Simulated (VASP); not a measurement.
A run of VASP 6.6.1 is set up as follows.

INCAR

```
ALGO = Fast ; DIPOL = 0.5 0.5 0.496
EDIFF = 1E-7 ; ENCUT = 520
GGA = PE ; IDIPOL = 3
ISIF = 2 ; ISMEAR = 0
IVDW = 12 ; LASPH = T
LCHARG = T ; LDIPOL = T
LELF = T ; LREAL = F
LVACPOTAV = T ; LVHAR = T
LWAVE = F ; NBANDS = 30
NELM = 100 ; PREC = Accurate
SIGMA = 0.1
```

The input KPOINTS:

```
k-points
0
Gamma
  6 6 1
```

Contents of POSCAR:

```
Li
1.0
    5.9071210569      0.0000000000      0.0000000000
   -2.9535605284      5.1157168985      0.0000000000
    0.0000000000      0.0000000000     21.8231441461
Li
12
Direct
    0.3333333333      0.1666666667      0.3894947466
    0.3333333333      0.6666666667      0.3894947466
    0.8333333333      0.1666666667      0.3894947466
    0.8333333333      0.6666666667      0.3894947466
    0.6666666667      0.3333333333      0.4960272243
    0.6666666667      0.8333333333      0.4960272243
    0.1666666667      0.3333333333      0.4960272243
    0.1666666667      0.8333333333      0.4960272243
    0.0000000000      0.5000000000      0.6017080471
    0.0000000000      0.0000000000      0.6017080471
    0.5000000000      0.5000000000      0.6017080471
    0.5000000000      0.0000000000      0.6017080471
```

Potentials or basis: VASP PAW PBE potentials, release 64 (Li_sv).

Run with:

```sh
$ cat potpaw_PBE.64/Li_sv/POTCAR > POTCAR
$ mpirun -np 1 vasp_std > vasp.out
```

Task: Estimate the largest force.

Result: 0.018 eV/Å.

Task: What does it give for the work function of the lower face?

Result: 3.41 eV.

Task: Estimate the work function of the upper face.

Result: 3.40 eV.

Forces in eV/Å, atoms in the order of the input:
```
Li   0.000  0.000  0.005
Li   0.000  0.000  0.005
Li   0.000  0.000  0.005
Li   0.000  0.000  0.005
Li   0.000  0.000 -0.018
Li   0.000  0.000 -0.018
Li   0.000  0.000 -0.018
Li   0.000  0.000 -0.018
Li   0.000  0.000  0.013
Li   0.000  0.000  0.013
Li   0.000  0.000  0.013
Li   0.000  0.000  0.013
```
